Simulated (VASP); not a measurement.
SnO2 (Cassiterite), 6 atoms in the cell. Symmetry: P4_2/mnm, No. 136, tetragonal system. The conventional cell has a = 4.738 Å, b = 4.738 Å, c = 3.187 Å, α = 90.00°, β = 90.00°, γ = 90.00°. Sn (site symmetry mmm) has 6 O at 2.05 to 2.06 Å as nearest neighbours. Around O (site symmetry m2m) lie 3 Sn at 2.05 to 2.06 Å. 

```yaml
Program: VASP 6.6.1
Task: relaxation of cell and atoms
Functional: PBE
Potentials_or_basis: VASP PAW PBE potentials, release 64 (Sn_d_GW, O_GW)
Cutoff: 630 eV
k_mesh: 6 × 6 × 8
Occupations: fermi-dirac, width 0.05 eV
Spin: no spin polarisation
Further_INCAR_settings: ALGO = Normal; EDIFF = 1e-06; IBRION = 2; EDIFFG = -0.02; NSW = 60; ISIF = 3
```

Potentials or basis: VASP PAW PBE potentials, release 64 (Sn_d_GW, O_GW).

Run with:

```console
$ cat potpaw_PBE.64/Sn_d_GW/POTCAR potpaw_PBE.64/O_GW/POTCAR > POTCAR
$ mpirun -np 1 vasp_std > vasp.out
```

Hardware: 1 thread of Intel(R) Xeon(R) Platinum 8488C (Sapphire Rapids), on a shared host.

Q: How long does it take, and how much memory?

A: It took 8.9 min on 1 thread of Intel(R) Xeon(R) Platinum 8488C (Sapphire Rapids), with other jobs on the host, peak memory 0.3 GiB. Counts: scf iterations 51, k points 50, ion steps 5.
